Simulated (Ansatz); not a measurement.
# GaN (F-43m) in Ansatz: relaxation of cell and atoms with RPBE

Aim: the relaxation of cell and atoms of GaN with RPBE.

Everything below comes from runs of Ansatz 0.2.0. Logs are shortened: lines on timing, memory, paths and dates and some standing lists are left out, and cuts for length are marked.

## Step 1: The structure

The structure is cubic, space group F-43m (No. 216). The conventional cell has a = 4.507 Å, b = 4.507 Å, c = 4.507 Å, α = 90.00°, β = 90.00°, γ = 90.00°. Ga (site symmetry -43m) has 4 N at 1.95 Å as nearest neighbours. N (site symmetry -43m) has 4 Ga at 1.95 Å as nearest neighbours.

The cell is a database's computed one.

## Step 2: Relaxation of cell and atoms, RPBE

File input.yaml:

```yaml
crystal:
  lattice:
    - [0.0, 2.2535006075, 2.2535006075]
    - [2.2535006075, 0.0, 2.2535006075]
    - [2.2535006075, 2.2535006075, 0.0]
  atoms:
    - { symbol: Ga, position: [0.0, 0.0, 0.0] }
    - { symbol: "N", position: [0.25, 0.25, 0.25] }
hamiltonian:
  xc: rpbe
  pseudopotentials: { kind: paw }
kpoints:
  mp_grid: { grid: [10, 10, 10] }
scf:
  occupations: { method: fermi_dirac, width: 0.05 }
output:
  forces: true
  stress: true
  write_density: true
  write_potential: true
  elf: true
  volumetric_format: npy
relax:
  f_tol: 0.01
  max_steps: 40
  cell: { stress_tol: 0.05 }
```

Potentials or basis: Ansatz PAW.

Run with:

```
$ ansatz run input.yaml --threads 2 --pin off --max-ram 5632MiB --backend cpu --events-out ev --progress --plain --runs-dir out
```

Log:

```text
Warning: RAYON_NUM_THREADS=2 ignored (pool sized by the plan → 2); use --threads N
Engine: ansatz 0.2.0, x86_64-unknown-linux-gnu
Pseudopotentials: kind: paw
Pseudopotential: Ga, paw, valence charge 13, recommended cutoff 420 eV (normal), Ga.paw.azcp
Pseudopotential: N, paw, valence charge 5, recommended cutoff 420 eV (normal), N.paw.azcp
Functional definition: RPBE
  parameter kappa = 0.804
  parameter beta = 0.06672455060314922
  exchange = rpbe_x(kappa = kappa, mu = beta*pi^2/3)
  correlation = pbe_c(beta = beta)
Crystal: 2 atoms, lattice volume = 22.888 Å³
Basis set: ecut = 420 eV, 459 PW (Γ), exchange–correlation on 48×48×48 points (8 copies of the dense FFT grid, shifted against one another)
Bands: 13, of which v1, the nominal top of the filled ones, is band 9 counted from 1 (8 counted from 0)
Symmetry: 24 space group operations
Space group: F-43m (ITA 216), of the structure as read, at distance tolerance 2.8e-5 Å
k-points: 47 of 1000 (time reversal used)
Non-local potential: Ga, projectors of the file, l = 0: 2, l = 1: 2, l = 2: 3, l = 3: 1
Non-local potential: N, projectors of the file, l = 0: 2, l = 1: 2, l = 2: 1
PAW form: soft (Blöchl's): semilocal exchange-correlation on the pseudo side does not see the compensation charge
PAW frozen core: Ga, regenerated for the run's functional, and the local potential with it (the file was generated under x = pbe(κ = 0.804, μ = 0.2195149727645171), c = pbe(β = 0.06672455060314922))
PAW frozen core: N, regenerated for the run's functional, and the local potential with it (the file was generated under x = pbe(κ = 0.804, μ = 0.2195149727645171), c = pbe(β = 0.06672455060314922))
PAW one-centre angular grid: Ga, 590 points (default); XC on 64 Gauss nodes
PAW one-centre angular grid: N, 110 points (default); XC on 64 Gauss nodes
Initial density: superposition of atomic densities (neutral atoms: chi_scale 0, normalization atom), corrected by the library's trained network
Initial wavefunctions: pseudopotential atomic-orbital guess
Functional: x = rpbe, c = pbe(β = 0.06672455060314922)
SCF iter   1: F=—  HF=-4174.914832 eV  |F-HF|=—  |Δ(HF+E_count)|=         —  Δρ=3.83e-3  dr2=1.80e-3  ethr=1.77e-3  ⟨swp⟩=4.9  Hψ=3165  notcnv=0
preconditioner: auto → none  [insulator: Δε(μ)=1.771 eV  Ē_g=18.855 eV  σ=0.050 eV  W_gap=1.00  n_scr=8 (ndim 8)  ℏωp=32.9 eV  f_vac=0.001  D(μ)=0.00/eV (n_scr^D=0)  ε∞_Penn≈4.1]
SCF iter   2: F=—  HF=-4174.914396 eV  |F-HF|=—  |Δ(HF+E_count)|=   4.36e-4  Δρ=1.38e-3  dr2=3.98e-4  ethr=1.00e-5  ⟨swp⟩=2.0  Hψ=1425  notcnv=0
SCF iter   3: F=—  HF=-4174.914355 eV  |F-HF|=—  |Δ(HF+E_count)|=   4.07e-5  Δρ=7.88e-4  dr2=7.93e-5  ethr=2.21e-6  ⟨swp⟩=2.7  Hψ=1083  notcnv=0
SCF iter   4: F=—  HF=-4174.914373 eV  |F-HF|=—  |Δ(HF+E_count)|=   1.82e-5  Δρ=5.81e-5  dr2=3.63e-7  ethr=4.40e-7  ⟨swp⟩=2.9  Hψ=1072  notcnv=0
iter 5 did not close the SCF: its close was put off for the readings that it lacked (scf_convergence_deferred on its scf_iter line)
SCF iter   5: F=-4174.914374 eV  HF=-4174.914374 eV  |F-HF|=1.08e-8  |Δ(HF+E_count)|=   7.07e-7  Δρ=7.76e-6  dr2=1.30e-8  ethr=2.01e-9  ⟨swp⟩=2.4  Hψ=1029  notcnv=0
SCF iter   6: F=-4174.914374 eV  HF=-4174.914374 eV  |F-HF|=4.62e-10  |Δ(HF+E_count)|=   1.66e-8  Δρ=1.14e-6  dr2=1.81e-10  ethr=7.25e-11  ⟨swp⟩=4.5  Hψ=3117  notcnv=0
SCF 1 converged in 6 iterations: F = -4174.914374 eV  dr2 = 1.81e-10
relax step   1: F+E_penalty+E_count = -4174.91437390 eV  Δ(F+E_penalty+E_count) = +0.000e0 eV  max|allowed force component| = 1.943e-16 eV/Å  Δτ_max = 0.0000 Å  P = +9.174 GPa  Ω = 22.888 Å³  (6 SCF iters, dr2 threshold 1.00e-7 eV, accepted)
Crystal: 2 atoms, lattice volume = 23.557 Å³
Initial density: handed on by an earlier stage of this run
Initial wavefunctions: those handed on with the density
iter 1 solved again at ethr=4.22e-5 eV; its pass at ethr=3.10e-3 eV (dr2=7.59e-3 eV) is discarded
SCF iter   1: F=—  HF=-4174.940631 eV  |F-HF|=—  |Δ(HF+E_count)|=         —  Δρ=5.36e-3  dr2=7.65e-3  ethr=4.22e-5  ⟨swp⟩=1.1  Hψ=3969  notcnv=0
preconditioner: auto → none  [insulator: Δε(μ)=1.538 eV  Ē_g=18.608 eV  σ=0.050 eV  W_gap=1.00  n_scr=8 (ndim 8)  ℏωp=32.5 eV  f_vac=0.004  D(μ)=0.00/eV (n_scr^D=0)  ε∞_Penn≈4.0]
SCF iter   2: F=—  HF=-4174.939060 eV  |F-HF|=—  |Δ(HF+E_count)|=   1.57e-3  Δρ=1.93e-3  dr2=1.14e-3  ethr=4.22e-5  ⟨swp⟩=1.8  Hψ=790  notcnv=0
SCF iter   3: F=—  HF=-4174.938908 eV  |F-HF|=—  |Δ(HF+E_count)|=   1.52e-4  Δρ=3.73e-4  dr2=1.90e-5  ethr=6.34e-6  ⟨swp⟩=2.3  Hψ=829  notcnv=0
SCF iter   4: F=—  HF=-4174.938904 eV  |F-HF|=—  |Δ(HF+E_count)|=   4.42e-6  Δρ=1.62e-4  dr2=3.41e-6  ethr=1.05e-7  ⟨swp⟩=2.0  Hψ=995  notcnv=0
iter 5 did not close the SCF: its close was put off for the readings that it lacked (scf_convergence_deferred on its scf_iter line)
SCF iter   5: F=-4174.938907 eV  HF=-4174.938907 eV  |F-HF|=1.10e-7  |Δ(HF+E_count)|=   3.09e-6  Δρ=2.87e-5  dr2=1.21e-7  ethr=1.90e-8  ⟨swp⟩=2.7  Hψ=1040  notcnv=0
[... 50 lines left out ...]
iter 5 did not close the SCF: its close was put off for the readings that it lacked (scf_convergence_deferred on its scf_iter line)
SCF iter   5: F=-4174.947062 eV  HF=-4174.947062 eV  |F-HF|=1.77e-10  |Δ(HF+E_count)|=   8.44e-9  Δρ=9.78e-7  dr2=1.61e-10  ethr=4.29e-11  ⟨swp⟩=2.3  Hψ=944  notcnv=0
SCF iter   6: F=-4174.947062 eV  HF=-4174.947062 eV  |F-HF|=4.55e-12  |Δ(HF+E_count)|=  2.83e-10  Δρ=1.01e-7  dr2=1.72e-12  ethr=1.00e-12  ⟨swp⟩=3.9  Hψ=2867  notcnv=0
SCF 6 converged in 6 iterations: F = -4174.947062 eV  dr2 = 1.72e-12
relax step   6: F+E_penalty+E_count = -4174.94706180 eV  Δ(F+E_penalty+E_count) = +6.612e-5 eV  max|allowed force component| = 9.599e-17 eV/Å  Δτ_max = 0.0000 Å  P = +0.006 GPa  Ω = 24.084 Å³  energy of the carried Pulay correction = -9.078e-5 eV  (6 SCF iters, dr2 threshold 1.34e-7 eV, accepted)
iter 1 solved again at ethr=1.74e-8 eV; its pass at ethr=3.10e-3 eV (dr2=3.14e-6 eV) is discarded
SCF iter   1: F=—  HF=-4174.947233 eV  |F-HF|=—  |Δ(HF+E_count)|=         —  Δρ=1.33e-5  dr2=6.90e-9  ethr=1.74e-8  ⟨swp⟩=3.1  Hψ=5002  notcnv=0
preconditioner: auto → none  [insulator: Δε(μ)=1.432 eV  Ē_g=18.451 eV  σ=0.050 eV  W_gap=1.00  n_scr=8 (ndim 8)  ℏωp=32.1 eV  f_vac=0.004  D(μ)=0.00/eV (n_scr^D=0)  ε∞_Penn≈4.0]
SCF iter   2: F=—  HF=-4174.947232 eV  |F-HF|=—  |Δ(HF+E_count)|=   9.67e-7  Δρ=7.27e-6  dr2=2.50e-9  ethr=3.84e-11  ⟨swp⟩=2.0  Hψ=1034  notcnv=0
SCF iter   3: F=—  HF=-4174.947232 eV  |F-HF|=—  |Δ(HF+E_count)|=   7.76e-9  Δρ=1.53e-6  dr2=1.61e-10  ethr=1.39e-11  ⟨swp⟩=2.0  Hψ=1034  notcnv=0
iter 4 did not close the SCF: its close was put off for the readings that it lacked (scf_convergence_deferred on its scf_iter line)
SCF iter   4: F=-4174.947232 eV  HF=-4174.947232 eV  |F-HF|=1.55e-11  |Δ(HF+E_count)|=  1.25e-10  Δρ=3.64e-7  dr2=9.46e-12  ethr=1.00e-12  ⟨swp⟩=2.0  Hψ=1034  notcnv=0
iter 5 did not close the SCF: its close was put off for the readings that it lacked (scf_convergence_deferred on its scf_iter line)
SCF iter   5: F=-4174.947232 eV  HF=-4174.947232 eV  |F-HF|=9.09e-13  |Δ(HF+E_count)|=  1.82e-11  Δρ=3.57e-8  dr2=8.77e-14  ethr=1.00e-12  ⟨swp⟩=1.0  Hψ=611  notcnv=0
iter 6 did not close the SCF: its close was put off for the readings that it lacked (scf_convergence_deferred on its scf_iter line)
SCF iter   6: F=-4174.947232 eV  HF=-4174.947232 eV  |F-HF|=0.00e0  |Δ(HF+E_count)|=    0.00e0  Δρ=2.47e-9  dr2=2.45e-16  ethr=1.00e-12  ⟨swp⟩=1.0  Hψ=611  notcnv=0
iter 7 did not close the SCF: its close was put off for the readings that it lacked (scf_convergence_deferred on its scf_iter line)
SCF iter   7: F=-4174.947232 eV  HF=-4174.947232 eV  |F-HF|=9.09e-13  |Δ(HF+E_count)|=    0.00e0  Δρ=6.91e-10  dr2=3.96e-17  ethr=1.00e-12  ⟨swp⟩=1.0  Hψ=611  notcnv=0
SCF iter   8: F=-4174.947232 eV  HF=-4174.947232 eV  |F-HF|=9.09e-13  |Δ(HF+E_count)|=    0.00e0  Δρ=7.86e-11  dr2=1.23e-18  ethr=1.00e-12  ⟨swp⟩=2.0  Hψ=1628  notcnv=0
SCF 7 converged in 8 iterations: F = -4174.947232 eV  dr2 = 1.23e-18
relax step   7: F+E_penalty+E_count = -4174.94723204 eV  Δ(F+E_penalty+E_count) = -1.702e-4 eV  max|allowed force component| = 1.018e-16 eV/Å  Δτ_max = 0.0000 Å  P = +0.007 GPa  Ω = 24.084 Å³  stress off target by 7.17e-3 GPa  SCF on the basis re-selected at this cell (its energy is not comparable with the rows above)  (8 SCF iters)
basis re-selected at this cell: Δ(F+E_penalty+E_count) = -1.702e-4 eV, ΔP = +0.001 GPa vs the last step (what re-selecting the basis moved, of the pressure what is left beyond the Pulay correction that the steps carried, after the strain that the cell walked since its last selection, with what the two solves' SCF thresholds leave and, on support functions, any second-order correction that the steps lacked; it is no measure of the basis error at this ecutwfc). This SCF's stress stands 7.17e-3 GPa from its target on what of the cell is left free (relax.cell.stress_tol is 5.00e-2 GPa) and its largest allowed force component is 1.02e-16 eV/Å (relax.f_tol is 1.00e-2 eV/Å): within both
SCF converged after 8 iterations
Free energy (F): -4174.947232 eV
Harris-Foulkes:  -4174.947232 eV  (|F-HF|=9.09e-13)
Internal energy: -4174.947232 eV  (E = F + TS)
E sigma→0 (E₀):  -4174.947232 eV
Fermi energy:    9.798208 eV
--- Per-component energies (eV) ---
  E_band       = -15.277479
  E_kinetic    = 245.173993
  E_local      = -1989.522353  (includes V_loc(G=0)·N_el)
  E_nonlocal   = 473.348994
  E_hartree    = 912.436800
  E_xc         = -128.332167
  E_vxc        = -133.098791  (∫ρ·V_xc dr)
  E_paw        = -2127.206850  (= ΣΔE_a)
  E_vpaw       = -436.053017  (= ΣTr[D̂ρ^β])
  E_aug_tail   = 0.000094  (compensation charges beyond the density's cutoff)
  E_ewald      = -1560.703383
  E_core_change = -0.142360  (= ΣΔE_core)
  E_smearing   = -0.000000  (= −TS)
  E_closure    = 0.000000  (closes the sum)
  Σ components = -4174.947232   (vs F -4174.947232, Δ=0.00e0)
--- Forces (eV/Å), atoms counted from 1 ---
  atom   1  Ga     0.00000000    -0.00000000    -0.00000000
  atom   2  N     -0.00000000     0.00000000    -0.00000000
  max |Σ_I F_I| component: 8.33e-17 eV/Å
--- Stress (GPa, compression-positive) ---
        0.007172      -0.000000      -0.000000
       -0.000000       0.007172      -0.000000
       -0.000000      -0.000000       0.007172
  P = ⅓ Tr σ = 0.0072 GPa (0.072 kbar)
--- Band table (eV; the first three rows and the last of 47) ---
  k-point 0: bands = ["-6.5164", "-4.4112", "-4.4112", "-4.4112", "-4.1422", "-4.1422", "9.0361", "9.0361", "9.0361", "10.4680", "19.1013", "19.1013", "19.1013"]
  k-point 1: bands = ["-6.4209", "-4.3997", "-4.3997", "-4.3673", "-4.1432", "-4.1432", "7.9181", "8.9356", "8.9356", "11.3664", "18.6138", "19.2542", "19.2542"]
  k-point 2: bands = ["-6.1879", "-4.3728", "-4.3728", "-4.1906", "-4.1419", "-4.1419", "6.1793", "8.6914", "8.6914", "12.4407", "17.8547", "19.5058", "19.5058"]
  k-point 46: bands = ["-5.6642", "-4.2850", "-4.2548", "-4.1432", "-4.1180", "-2.2703", "3.5095", "5.6798", "5.7341", "14.8254", "16.8371", "19.4131", "20.1152"]
--- Relaxed structure (5 steps of the walk, 5 accepted, 2 SCFs on fresh bases) ---
  F+E_penalty+E_count = -4174.94723204 eV   max|allowed force component| = 1.018e-16 eV/Å   (the final SCF, on the basis selected at the relaxed cell)
  cell:  # Å, volume = 24.0841 Å³
    - [1.0124787183077721e-33, 2.2920983392206717, 2.2920983392206717]
    - [2.2920983392206717, -3.5143990069430053e-35, 2.2920983392206717]
    - [2.2920983392206717, 2.2920983392206717, 1.3023911735027365e-33]
  atoms:
    - { symbol: Ga, position: [-2.7063574497954725e-34, 1.2819587920083817e-34, 1.851718255123218e-34] }
    - { symbol: N, position: [0.25000000000000006, 0.25000000000000006, 0.25000000000000006] }
```

Wall time 15 s (2 threads of Intel Xeon at 2.50GHz (Skylake/Cascade Lake), shared host); peak memory 0.35 GiB.

Results:

```
Free energy                            : -4174.9472 eV
Relaxed volume                         : 12.04 Å³/atom
Relaxed cell                           : a = 3.242 Å, b = 3.242 Å, c = 3.242 Å, α = 60.00°, β = 60.00°, γ = 60.00°
Space group after relaxing (to 0.05 Å) : F-43m (No. 216)
Energy gained by relaxing              : 16.4 meV/atom
Ionic steps                            : 7
Pressure after relaxing                : 0.0 GPa
Band gap on the k mesh                 : 1.43 eV, direct
```

Step by step:
```tsv
step	energy change (eV)	largest force (eV/Å)	volume (Å³)
1	0.0000	0.0000	22.89
2	-0.0245	0.0000	23.56
3	-0.0287	0.0000	24.01
4	-0.0286	0.0000	24.05
5	-0.0328	0.0000	24.05
6	-0.0327	0.0000	24.08
7	-0.0329	0.0000	24.08
```

Final structure:
```cif
data_structure
_symmetry_space_group_name_H-M 'P 1'
_symmetry_Int_Tables_number 1
_cell_length_a 3.2415
_cell_length_b 3.2415
_cell_length_c 3.2415
_cell_angle_alpha 60.000
_cell_angle_beta 60.000
_cell_angle_gamma 60.000
_cell_volume 24.08
loop_
_atom_site_label
_atom_site_type_symbol
_atom_site_fract_x
_atom_site_fract_y
_atom_site_fract_z
_atom_site_occupancy
Ga1 Ga 0.00000 0.00000 0.00000 1
N1 N 0.25000 0.25000 0.25000 1
```

Caveat: the plane-wave basis is chosen anew once the cell has moved, so the energies of steps on either side of that aren't comparable; the pressure holds a Pulay correction of +0.4 GPa for the finite cutoff; the PAW data sets come from PBE, with cores solved anew for the run's functional, which leaves a small shift of forces and pressure.
